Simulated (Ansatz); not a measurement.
# Silicon, A15 under revPBE: structure and ground-state energy

What does revPBE give for silicon in the A15 structure? We relax it, then solve it on a dense k-mesh. Spin polarisation is left out. The k-meshes are 5×5×5 for the relaxation; 7×7×7 for the dense run.

Program: Ansatz 0.2.0. Level of theory: DFT revPBE, plane waves (420 eV) with PAW, scalar-relativistic; PAW files made under PBE, frozen cores solved again for the functional. These are calculated values, not measurements.

## 1. The structure to begin with

The structure is cubic, space group Pm-3n (No. 223). Conventional cell: a = 4.934 Å, b = 4.934 Å, c = 4.934 Å, α = 90.00°, β = 90.00°, γ = 90.00°. Around Si (site symmetry m-3) lie 12 Si at 2.76 Å. Si (site symmetry -4m2) has 6 Si at 2.47 to 2.76 Å as nearest neighbours.

Structure file:

```xyz
8
Lattice="4.9341 0.0000 0.0000 0.0000 4.9341 0.0000 0.0000 0.0000 4.9341" Properties=species:S:1:pos:R:3 pbc="T T T"
Si    0.0000    0.0000    0.0000
Si    2.4671    2.4671    2.4671
Si    1.2335    0.0000    2.4671
Si    3.7006    0.0000    2.4671
Si    2.4671    1.2335    0.0000
Si    2.4671    3.7006    0.0000
Si    0.0000    2.4671    1.2335
Si    0.0000    2.4671    3.7006
```

## 2. Relaxing cell and atoms

Contents of input.yaml:

```yaml
crystal:
  lattice:
    - [4.9341184017, 0.0, 0.0]
    - [0.0, 4.9341184017, 0.0]
    - [0.0, 0.0, 4.9341184017]
  atoms:
    - { symbol: Si, position: [0.0, 0.0, 0.0] }
    - { symbol: Si, position: [0.5, 0.5, 0.5] }
    - { symbol: Si, position: [0.25, 0.0, 0.5] }
    - { symbol: Si, position: [0.75, 0.0, 0.5] }
    - { symbol: Si, position: [0.5, 0.25, 0.0] }
    - { symbol: Si, position: [0.5, 0.75, 0.0] }
    - { symbol: Si, position: [0.0, 0.5, 0.25] }
    - { symbol: Si, position: [0.0, 0.5, 0.75] }
hamiltonian:
  xc: revpbe
  pseudopotentials:
    kind: paw
    azcp:
      Si: "pseudopotentials/Si.paw.azcp"
basis:
  ecutwfc: 420
  fft_grid_basis: typed
kpoints:
  mp_grid: { grid: [5, 5, 5], shift: [0, 0, 0] }
magnetization:
  spin_polarized: false
scf:
  occupations: { method: fermi_dirac, width: 0.1 }
relax:
  max_steps: 60
  f_tol: 0.01
  cell: {}
```

The run is started by

```
> ansatz run input.yaml --threads 4 --pin off --max-ram 8192MiB --backend cpu --events-out ev --progress --plain --runs-dir out
```

After this run come: Single point on a dense mesh.

Before running it: what results should come out? Wanted: space group; conventional cell; volume; shortest distance; gap on the mesh; relative to diamond; highest ELF outside the cores.

The runs gave:

| quantity | value |
| --- | --- |
| space group (spins left aside) | Pm-3n (No. 223) |
| conventional cell | a = 4.931 Å |
| volume | 14.986 Å³/atom |
| shortest distance | 2.465 Å |
| gap on the mesh | none (levels filled in part) |
| relative to diamond | +615 meV/atom |
| highest ELF outside the cores | 0.78, 0.94 Å from the nearest atom |

The relaxation shrank the cell by 0.2 % in volume. Against the reference form of silicon (diamond, computed apart with the same settings) it stands 615 meV/atom higher. No gap shows: it is a metal or semimetal at this level. Relaxation kept the symmetry; phonons were not checked.
